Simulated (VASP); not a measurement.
Write the native input for VASP 6.6.1 that does the following.

```
Task                   : single point
Functional             : PBE
Potentials or basis    : VASP PAW PBE potentials, release 64 (Ca_sv)
Cutoff                 : 520 eV
k mesh                 : 8 × 8 × 1
Occupations            : gaussian, width 0.1 eV
Spin                   : no spin polarisation
Dipole correction      : yes
Further INCAR settings : ALGO = Fast; EDIFF = 1e-06; NBANDS = 22
```

The structure of Ca lies in POSCAR:

```
Ca
1.0
    7.3174639256      0.0000000000      0.0000000000
    0.0000000000      7.3174639256      0.0000000000
    0.0000000000      0.0000000000     23.8000000000
Ca
3
Direct
    0.0000000000      0.5000000000      0.2941176471
    0.5000000000      0.0000000000      0.2941176471
    0.0000000000      0.0000000000      0.2941176471
```

The cell was built by a generator and needn't be a form met in nature.

The input as run:

INCAR

```
PREC = Accurate
ENCUT = 520
EDIFF = 1E-6
ISMEAR = 0
SIGMA = 0.1
LREAL = F
LASPH = T
NELM = 100
ALGO = Fast
ISIF = 2
LWAVE = F
LCHARG = F
LDIPOL = T
IDIPOL = 3
DIPOL = 0.5 0.5 0.294
GGA = PE
NBANDS = 22
```

KPOINTS

```
regular mesh
0
Gamma
  8 8 1
```

Potentials or basis: VASP PAW PBE potentials, release 64 (Ca_sv).

Command:

```bash
$ cat potpaw_PBE.64/Ca_sv/POTCAR > POTCAR
$ mpirun -np 1 vasp_std > vasp.out
```

Results of the run:

```json
{"Band gap on the k mesh": "none (metal or under the smearing width)"}
```

It took 9.8 min on 1 thread of Intel(R) Xeon(R) 6975P-C (Granite Rapids), on a shared host, peak memory 1.1 GiB.
